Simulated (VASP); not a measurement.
Input of a VASP 6.6.1 run:

File INCAR:

```
SYSTEM = ZnS
ALGO = Normal ; EDIFF = 1E-6
ENCUT = 520 ; GGA = PS
ISIF = 2 ; ISMEAR = 0
LASPH = .TRUE. ; LCHARG = .FALSE.
LREAL = .FALSE. ; LWAVE = .FALSE.
NBANDS = 46 ; NELM = 80
PREC = Accurate ; SIGMA = 0.02
```

Contents of KPOINTS:

```
k-points
0
G
  12 12 4
  0 0 0
```

Contents of POSCAR:

```
ZnS
1.0
    3.7846846181      0.0000000000      0.0000000000
   -1.8923423091      3.2776330246      0.0000000000
    0.0000000000      0.0000000000     12.3926922742
Zn S
4 4
Direct
    0.0000000000      0.0000000000      0.0001423164
    0.0000000000      0.0000000000      0.5001423164
    0.3333333333      0.6666666667      0.2500677721
    0.6666666667      0.3333333333      0.7500677721
    0.0000000000      0.0000000000      0.1872166308
    0.0000000000      0.0000000000      0.6872166308
    0.3333333333      0.6666666667      0.4375732808
    0.6666666667      0.3333333333      0.9375732808
```

Potentials or basis: VASP PAW PBE potentials, release 64 (Zn, S).

Command:

```bash
$ cat potpaw_PBE.64/Zn/POTCAR potpaw_PBE.64/S/POTCAR > POTCAR
$ mpirun -np 1 vasp_std > vasp.out
```

Task: Predict the pressure.

Result: 0.2 GPa.

Task: What does it give for the band gap on the k mesh?

Result: 2.13 eV.

Caveat: the PAW data sets were made with another functional, which shifts forces and pressure a little.

**The experiment to reproduce.**

From a printed reference work, monograph, for a bulk crystal of ZnS at 4 K: band gap 3.911 eV (direct).

Measured gap of ZnS: 3.911 eV (direct; 4 K; a printed reference work, monograph). This calculation gives 2.13 eV (-1.78 eV). The value is that of PBEsol on a finite k mesh, which can miss the band edges, without temperature or zero-point motion. Semilocal functionals fall short of measured gaps as a rule.
